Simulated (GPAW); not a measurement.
Runs of GPAW 26.7.0 on Os. Symmetry: P6_3/mmc, No. 194, hexagonal system. The conventional cell has a = 2.734 Å, b = 2.734 Å, c = 4.320 Å, α = 90.00°, β = 90.00°, γ = 120.00°. Os (site symmetry -6m2) is surrounded by 12 Os at 2.68 to 2.73 Å. 

| task | level | potentials or basis | spin | cell | band path | band points | eigensolver | spin axis theta (degrees) | spin axis phi (degrees) | gap on the mesh (eV) | pressure (GPa) | relaxed volume (Å³/atom) |
| --- | --- | --- | --- | --- | --- | --- | --- | --- | --- | --- | --- | --- |
| band structure | PBE | PAW data sets generated in the run's folder for this functional, pw | off | as given | GMKGALHA,LM,KH | 80 | - | - | - | - | (a) | - |
| band structure | revTPSS | GPAW PAW data sets (gpaw-data 1.2.1), pw | SOC, no magnetisation | as given | GMKGALHA,LM,KH | 60 | davidson | 54.7 | 45 | - | -4.9 | - |
| relaxation of cell and atoms | PBE+D3 | GPAW PAW data sets (gpaw-data 1.2.1), pw | off | relaxed to -2 GPa | - | - | - | - | - | none | -2.0 | - |
| relaxation of cell and atoms | SOGGA | PAW data sets generated in the run's folder for this functional, pw | off | relaxed | - | - | - | - | - | none | -0.1 | 13.78 |
| relaxation of cell and atoms | M06-L | GPAW PAW data sets (gpaw-data 1.2.1), pw | off | relaxed | - | - | - | - | - | none | 0.0 | (b) |
| relaxation of cell and atoms | AM05 | PAW data sets generated in the run's folder for this functional, pw | off | relaxed | - | - | - | - | - | none | 0.0 | 13.70 |

Alike in all rows: k mesh 8 × 8 × 5; cutoff (eV) 600; smearing fermi-dirac 0.05 eV.

Problem. Fill in the values left out.

Solution. (a) 5.8; (b) 13.74.

Caveats: later steps reuse the first step's grids (some runs); the PAW data sets were made with another functional, which shifts forces and pressure a little (some runs); spin-orbit coupling is left out, which moves the levels of the heavy elements (some runs); spin-orbit coupling was added after a scalar SCF, so levels and gaps hold it while energy, forces, pressure and moments don't (some runs); this program's spin-orbit splittings come out too wide for heavy elements (some runs); pairwise dispersion overbinds metals, which lowers pressure and volume (some runs).

A k mesh can miss the band edges, and rows without SOC leave out spin-orbit coupling on Os.

A gap of «none» marks a metal or a gap under the smearing width.
